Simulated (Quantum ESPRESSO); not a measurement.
# MoS2 (P-3m1) in Quantum ESPRESSO: single point with PBE

Aim: the single point of MoS2 with PBE.

All numbers are computed with Quantum ESPRESSO 7.5; they aren't measurements. Logs are shortened: lines on timing, memory, paths and dates and some standing lists are left out, and cuts for length are marked.

### Step 1. The crystal as given

Symmetry: P-3m1, No. 164, trigonal system. The conventional cell has a = 3.227 Å, b = 3.227 Å, c = 6.312 Å, α = 90.00°, β = 90.00°, γ = 120.00°. Around Mo (site symmetry -3m) lie 6 S at 2.42 Å. S (site symmetry 3m) is surrounded by 3 Mo at 2.42 Å.

Measurements of this composition are mostly on another form, of space group No. 194.

### Step 2. Single point, PBE

Input file run.py:

```python
import numpy as np
from ase.calculators.espresso import Espresso, EspressoProfile
from ase import Atoms

atoms = Atoms(['Mo', 'S', 'S'],
              cell=[[3.2274645616, 0.0, 0.0], [-1.6137322808, 2.7950663001, 0.0], [0.0, 0.0, 6.31247342]],
              scaled_positions=[[0.0, 0.0, 0.5], [0.6666666667, 0.3333333333, 0.74468068], [0.3333333333, 0.6666666667, 0.25531932]],
              pbc=True)

input_data = {
    'control': {'calculation': 'scf', 'prefix': 'pwscf', 'outdir': './tmp', 'tprnfor': True, 'tstress': True, 'disk_io': 'nowf'},
    'system': {'ecutwfc': 60.0, 'ecutrho': 440.0, 'nbnd': 20, 'occupations': 'smearing', 'smearing': 'fd', 'degauss': 0.00367493},
    'electrons': {'conv_thr': 6e-10, 'electron_maxstep': 120, 'mixing_beta': 0.5},
}
pseudopotentials = {'S': 's_pbe_v1.4.uspp.F.UPF', 'Mo': 'Mo_ONCV_PBE-1.0.oncvpsp.upf'}
profile = EspressoProfile(command='pw.x', pseudo_dir='pseudo')
dft = Espresso(profile=profile, input_data=input_data, pseudopotentials=pseudopotentials, kpts=(9, 9, 4), koffset=(0, 0, 0))
atoms.calc = dft

print(f'energy {atoms.get_potential_energy():.8f} eV')
print('forces (eV/A)')
print(np.round(atoms.get_forces(), 6))
print('stress (eV/A^3, Voigt)')
print(np.round(atoms.get_stress(), 8))
print(f'Fermi level {dft.get_fermi_level():.4f} eV')
```

Potentials or basis: SSSP 1.3 efficiency PBE.

Launch:

```bash
OMP_NUM_THREADS=1 python run.py
```

Output:

```text
energy -2523.52696586 eV
forces (eV/A)
[[ 0.        0.        0.      ]
 [ 0.        0.        0.290771]
 [-0.       -0.       -0.290771]]
stress (eV/A^3, Voigt)
[-0.00029932 -0.00029932 -0.01884519  0.          0.         -0.        ]
Fermi level 10.1696 eV
```

espresso.pwi:

```text
&CONTROL
   calculation      = 'scf'
   tstress          = .true.
   tprnfor          = .true.
   outdir           = './tmp'
   prefix           = 'pwscf'
   disk_io          = 'nowf'
   pseudo_dir       = 'pseudo'
/
&SYSTEM
   nbnd             = 20
   ecutwfc          = 60.0
   ecutrho          = 440.0
   occupations      = 'smearing'
   degauss          = 0.00367493
   smearing         = 'fd'
   ntyp             = 2
   nat              = 3
   ibrav            = 0
/
&ELECTRONS
   electron_maxstep = 120
   conv_thr         = 6e-10
   mixing_beta      = 0.5
/
&IONS
/
&CELL
/
&FCP
/
&RISM
/
ATOMIC_SPECIES
Mo 95.95 Mo_ONCV_PBE-1.0.oncvpsp.upf
S 32.06 s_pbe_v1.4.uspp.F.UPF

K_POINTS automatic
9 9 4  0 0 0

CELL_PARAMETERS angstrom
3.22746456160000 0.00000000000000 0.00000000000000
-1.61373228080000 2.79506630010000 0.00000000000000
0.00000000000000 0.00000000000000 6.31247342000000

ATOMIC_POSITIONS angstrom
Mo 0.0000000000 0.0000000000 3.1562367100  
S 1.6137322810 0.9316887666 4.7007769989  
S -0.0000000002 1.8633775335 1.6116964211
```

espresso.pwo:

```text
This program is part of the open-source Quantum ESPRESSO suite
     for quantum simulation of materials; please cite
         "P. Giannozzi et al., J. Phys.:Condens. Matter 21 395502 (2009);
         "P. Giannozzi et al., J. Phys.:Condens. Matter 29 465901 (2017);
         "P. Giannozzi et al., J. Chem. Phys. 152 154105 (2020);
     in publications or presentations arising from this work. More details at

Warning: card &CELL ignored
Warning: card &FCP ignored
Warning: card &RISM ignored

     Message from routine setup:
     using ibrav=0 with symmetry is DISCOURAGED, use correct ibrav instead

     G-vector sticks info
     --------------------
     sticks:   dense  smooth     PW     G-vecs:    dense   smooth      PW
     Sum        1135     613    187                59869    24023    3963

     Using Slab Decomposition

     bravais-lattice index     =            0
     lattice parameter (alat)  =       6.0990  a.u.
     unit-cell volume          =     384.2818 (a.u.)^3
     number of atoms/cell      =            3
     number of atomic types    =            2
     number of electrons       =        26.00
     number of Kohn-Sham states=           20
     kinetic-energy cutoff     =      60.0000  Ry
     charge density cutoff     =     440.0000  Ry
     scf convergence threshold =      6.0E-10
     mixing beta               =       0.5000
     number of iterations used =            8  plain     mixing
     Exchange-correlation=  SLA  PW   PBX  PBC
                           (   1   4   3   4   0   0   0)

     celldm(1)=   6.099024  celldm(2)=   0.000000  celldm(3)=   0.000000
     celldm(4)=   0.000000  celldm(5)=   0.000000  celldm(6)=   0.000000

     crystal axes: (cart. coord. in units of alat)
               a(1) = (   1.000000   0.000000   0.000000 )
               a(2) = (  -0.500000   0.866025   0.000000 )
               a(3) = (   0.000000   0.000000   1.955861 )

     reciprocal axes: (cart. coord. in units 2 pi/alat)
               b(1) = (  1.000000  0.577350 -0.000000 )
               b(2) = (  0.000000  1.154701  0.000000 )
               b(3) = (  0.000000 -0.000000  0.511284 )

     PseudoPot. # 1 for Mo read from file:
     Mo_ONCV_PBE-1.0.oncvpsp.upf
     Pseudo is Norm-conserving, Zval = 14.0
     Generated using ONCVPSP code by D. R. Hamann
     Using radial grid of 1526 points,  6 beta functions with:
                l(1) =   0
                l(2) =   0
                l(3) =   1
                l(4) =   1
                l(5) =   2
                l(6) =   2

     PseudoPot. # 2 for S  read from file:
     s_pbe_v1.4.uspp.F.UPF
     Pseudo is Ultrasoft + core correction, Zval =  6.0
     Generated by new atomic code, or converted to UPF format
     Using radial grid of  907 points,  6 beta functions with:
                l(1) =   0
                l(2) =   0
                l(3) =   1
                l(4) =   1
                l(5) =   2
                l(6) =   2
     Q(r) pseudized with  8 coefficients,  rinner =    1.300   1.300   1.300
                                                       1.300   1.300

     atomic species   valence    mass     pseudopotential
     Mo               14.00    95.95000     Mo( 1.00)
     S                 6.00    32.06000     S ( 1.00)

     12 Sym. Ops., with inversion, found

   Cartesian axes

     site n.     atom                  positions (alat units)
         1        Mo     tau(   1) = (   0.0000000   0.0000000   0.9779307  )
         2        S      tau(   2) = (   0.5000000   0.2886751   1.4564922  )
         3        S      tau(   3) = (  -0.0000000   0.5773503   0.4993692  )

     number of k points=    43  Fermi-Dirac smearing, width (Ry)=  0.0037
                       cart. coord. in units 2pi/alat
        k(    1) = (   0.0000000   0.0000000   0.0000000), wk =   0.0061728
        k(    2) = (   0.0000000   0.0000000   0.1278209), wk =   0.0123457
        k(    3) = (   0.0000000   0.0000000  -0.2556418), wk =   0.0061728
        k(    4) = (   0.0000000   0.1283001   0.0000000), wk =   0.0370370
        k(    5) = (   0.0000000   0.1283001   0.1278209), wk =   0.0370370
        k(    6) = (   0.0000000   0.1283001  -0.2556418), wk =   0.0370370
[... 35 lines left out ...]
        k(   42) = (  -0.1111111   0.4490502  -0.1278209), wk =   0.0740741
        k(   43) = (  -0.2222222   0.5132002  -0.1278209), wk =   0.0740741

     Dense  grid:    59869 G-vectors     FFT dimensions: (  45,  45,  80)

     Smooth grid:    24023 G-vectors     FFT dimensions: (  32,  32,  60)

     Initial potential from superposition of free atoms

     starting charge      25.9989, renormalised to      26.0000
     Starting wfcs are   18 randomized atomic wfcs +    2 random wfcs

     Self-consistent Calculation

     iteration #  1     ecut=    60.00 Ry     beta= 0.50
     Davidson diagonalization with overlap
     ethr =  1.00E-02,  avg # of iterations =  4.7

     Threshold (ethr) on eigenvalues was too large:
     Diagonalizing with lowered threshold

     Davidson diagonalization with overlap
     ethr =  2.95E-04,  avg # of iterations =  2.4

     total energy              =    -185.45846681 Ry
     estimated scf accuracy    <       0.08472430 Ry

     iteration #  2     ecut=    60.00 Ry     beta= 0.50
     Davidson diagonalization with overlap
     ethr =  3.26E-04,  avg # of iterations =  2.7

     total energy              =    -185.46290685 Ry
     estimated scf accuracy    <       0.03943741 Ry

     iteration #  3     ecut=    60.00 Ry     beta= 0.50
     Davidson diagonalization with overlap
     ethr =  1.52E-04,  avg # of iterations =  2.0

     total energy              =    -185.46880314 Ry
     estimated scf accuracy    <       0.05612074 Ry

     iteration #  4     ecut=    60.00 Ry     beta= 0.50
     Davidson diagonalization with overlap
     ethr =  1.52E-04,  avg # of iterations =  1.0

     total energy              =    -185.47571785 Ry
     estimated scf accuracy    <       0.00070802 Ry

     iteration #  5     ecut=    60.00 Ry     beta= 0.50
     Davidson diagonalization with overlap
     ethr =  2.72E-06,  avg # of iterations =  6.0

     total energy              =    -185.47581385 Ry
     estimated scf accuracy    <       0.00005007 Ry

     iteration #  6     ecut=    60.00 Ry     beta= 0.50
     Davidson diagonalization with overlap
     ethr =  1.93E-07,  avg # of iterations =  2.4

     total energy              =    -185.47582611 Ry
     estimated scf accuracy    <       0.00000201 Ry

     iteration #  7     ecut=    60.00 Ry     beta= 0.50
     Davidson diagonalization with overlap
     ethr =  7.74E-09,  avg # of iterations =  4.0

     total energy              =    -185.47582717 Ry
     estimated scf accuracy    <       0.00000010 Ry

     iteration #  8     ecut=    60.00 Ry     beta= 0.50
     Davidson diagonalization with overlap
     ethr =  3.92E-10,  avg # of iterations =  2.7

     total energy              =    -185.47582719 Ry
     estimated scf accuracy    <          8.0E-09 Ry

     iteration #  9     ecut=    60.00 Ry     beta= 0.50
     Davidson diagonalization with overlap
     ethr =  3.09E-11,  avg # of iterations =  3.3

     total energy              =    -185.47582720 Ry
     estimated scf accuracy    <          2.5E-09 Ry

     iteration # 10     ecut=    60.00 Ry     beta= 0.50
     Davidson diagonalization with overlap
     ethr =  9.54E-12,  avg # of iterations =  2.0

     End of self-consistent calculation

          k = 0.0000 0.0000 0.0000 (  3023 PWs)   bands (ev):

   -51.6132 -25.6476 -25.6263 -25.6263  -4.6669  -3.2249   3.5077   6.1303
     6.1303   8.3393   9.1212   9.2188   9.2188   9.8540   9.8540  13.3534
    13.3534  16.2443  16.3876  20.3446

          k = 0.0000 0.0000 0.1278 (  2999 PWs)   bands (ev):

   -51.6132 -25.6476 -25.6263 -25.6263  -4.5861  -3.3615   3.8419   6.1349
     6.1349   7.3603   9.2157   9.2157   9.7796   9.8199   9.8199  13.4309
    13.4309  16.1418  17.0784  19.7955

          k = 0.0000 0.0000-0.2556 (  3006 PWs)   bands (ev):

   -51.6132 -25.6477 -25.6263 -25.6263  -4.4859  -3.5155   4.2855   6.1395
     6.1395   6.6021   9.2127   9.2127   9.7867   9.7867  10.1026  13.5091
    13.5091  16.2116  17.8300  19.2142

          k = 0.0000 0.1283 0.0000 (  3037 PWs)   bands (ev):

   -51.6096 -25.6651 -25.6400 -25.6352  -4.4828  -3.1872   3.7445   5.7214
     6.2308   8.1044   8.6232   8.6326   9.1127  10.1618  10.4090  12.9461
    13.2896  16.9867  17.1080  19.2189

          k = 0.0000 0.1283 0.1278 (  3026 PWs)   bands (ev):

   -51.6096 -25.6651 -25.6400 -25.6352  -4.4019  -3.3159   4.0705   5.6114
     6.2409   7.7285   8.2237   8.6045   9.4507  10.3782  10.4462  12.8830
    13.4179  16.8943  17.7055  19.3793

          k = 0.0000 0.1283-0.2556 (  3026 PWs)   bands (ev):

   -51.6096 -25.6651 -25.6400 -25.6352  -4.3031  -3.4592   4.5133   5.4008
     6.2377   7.2631   8.1378   8.6059   9.5572  10.3951  10.7140  12.9071
    13.3853  16.9379  18.3398  19.0003

          k = 0.0000 0.2566 0.0000 (  3043 PWs)   bands (ev):

   -51.6003 -25.7620 -25.6576 -25.6206  -3.9816  -3.0834   4.3445   5.1841
     6.3672   6.3682   8.1507   8.4528   8.8590  10.5334  10.8313  13.0190
    13.3459  17.6309  17.8759  18.7760

          k = 0.0000 0.2566 0.1278 (  3039 PWs)   bands (ev):

   -51.6003 -25.7620 -25.6576 -25.6206  -3.8943  -3.2019   4.7099   4.9638
     6.3764   6.4151   7.9189   8.1228   9.1152  10.6241  10.8323  12.9533
    13.4181  17.7826  17.9811  18.9634
[... 163 lines left out ...]
          k = 0.3333 0.5774-0.2556 (  3012 PWs)   bands (ev):

   -51.5779 -25.8515 -25.8515 -25.5741  -2.5961  -2.5961   4.6220   4.6220
     4.9795   6.3550   6.3550   6.3985  10.5378  10.5378  10.8097  13.7749
    13.7749  17.8884  17.8884  18.2760

          k = 0.0000 0.1283-0.1278 (  3026 PWs)   bands (ev):

   -51.6096 -25.6651 -25.6400 -25.6352  -4.4047  -3.3111   4.0458   5.6461
     6.2277   7.7443   8.1488   8.6338   9.4905  10.4271  10.4481  12.9695
    13.2566  16.8702  17.7326  18.9769

          k = 0.0000 0.2566-0.1278 (  3039 PWs)   bands (ev):

   -51.6003 -25.7620 -25.6576 -25.6206  -3.9246  -3.1585   4.3563   5.3324
     6.2782   6.3482   8.1316   8.1823   9.0079  10.8890  10.9973  12.5942
    13.2047  17.4470  17.6475  18.6232

          k = 0.0000 0.3849-0.1278 (  3019 PWs)   bands (ev):

   -51.5897 -25.8704 -25.6829 -25.5985  -3.4021  -2.8488   4.2375   4.7388
     5.8187   6.2286   7.8575   8.2613   8.3625  11.0001  11.5254  13.1129
    13.4048  16.1902  16.7418  19.4900

          k = 0.0000 0.5132-0.1278 (  3007 PWs)   bands (ev):

   -51.5828 -25.9402 -25.6993 -25.5840  -3.1653  -2.4380   3.4831   4.7441
     5.7574   6.0645   7.4670   8.2652   8.4574  11.0745  11.8929  13.5834
    13.8846  15.4639  16.3684  18.1470

          k =-0.1111 0.3208-0.1278 (  3022 PWs)   bands (ev):

   -51.5932 -25.8239 -25.6864 -25.6057  -3.5215  -3.0273   4.4727   5.2997
     5.5277   6.3731   7.2613   8.1709   9.1712  10.6492  11.4356  12.5504
    13.4946  17.2309  17.9338  19.0265

          k =-0.1111 0.4491-0.1278 (  3010 PWs)   bands (ev):

   -51.5844 -25.9054 -25.7147 -25.5875  -3.1500  -2.6333   4.0062   4.5937
     5.8830   6.1045   7.2190   7.5879   9.1616  10.9494  11.7338  12.7912
    13.9096  16.3004  17.1807  18.7851

          k =-0.2222 0.5132-0.1278 (  3006 PWs)   bands (ev):

   -51.5798 -25.8998 -25.7797 -25.5778  -2.8423  -2.5163   4.0835   4.6621
     5.6854   6.0882   6.2867   7.0938   9.9145  10.9285  11.4665  12.7059
    14.0462  16.8714  17.7953  18.1523

     the Fermi energy is    10.1696 ev

!    total energy              =    -185.47582720 Ry
     estimated scf accuracy    <          1.8E-11 Ry
     smearing contrib. (-TS)   =      -0.00064937 Ry
     internal energy E=F+TS    =    -185.47517782 Ry

     The total energy is F=E-TS. E is the sum of the following terms:
     one-electron contribution =     -97.16449805 Ry
     hartree contribution      =      58.38681782 Ry
     xc contribution           =     -32.53342027 Ry
     ewald contribution        =    -114.16407733 Ry

     convergence has been achieved in  10 iterations

     Forces acting on atoms (cartesian axes, Ry/au):

     atom    1 type  1   force =     0.00000000    0.00000000    0.00000000
     atom    2 type  2   force =     0.00000000    0.00000000    0.01130918
     atom    3 type  2   force =    -0.00000000   -0.00000000   -0.01130918

     Total force =     0.015994     Total SCF correction =     0.000004

     Computing stress (Cartesian axis) and pressure

          total   stress  (Ry/bohr**3)                   (kbar)     P=       10.38
   0.00000326   0.00000000  -0.00000000            0.48        0.00       -0.00
  -0.00000000   0.00000326  -0.00000000           -0.00        0.48       -0.00
   0.00000000   0.00000000   0.00020525            0.00        0.00       30.19

=------------------------------------------------------------------------------=
   JOB DONE.
=------------------------------------------------------------------------------=
```

It took 54 s on 1 thread of Intel Xeon Platinum 8259CL at 2.50GHz (Skylake/Cascade Lake), shared host; peak memory 0.28 GiB.

Results:

```yaml
Free_energy: -2523.5272 eV
Pressure: 1.0 GPa
Largest_force: 0.291 eV/Å
Band_gap_on_the_k_mesh: none (metal or under the smearing width)
```

Forces in eV/Å, atoms in the order of the input:
```
Mo   0.000  0.000  0.000
S    0.000  0.000  0.291
S    0.000  0.000 -0.291
```

Caveat: this functional lacks dispersion, which binds the layers, so the pressure and a relaxed spacing across them are unreliable.
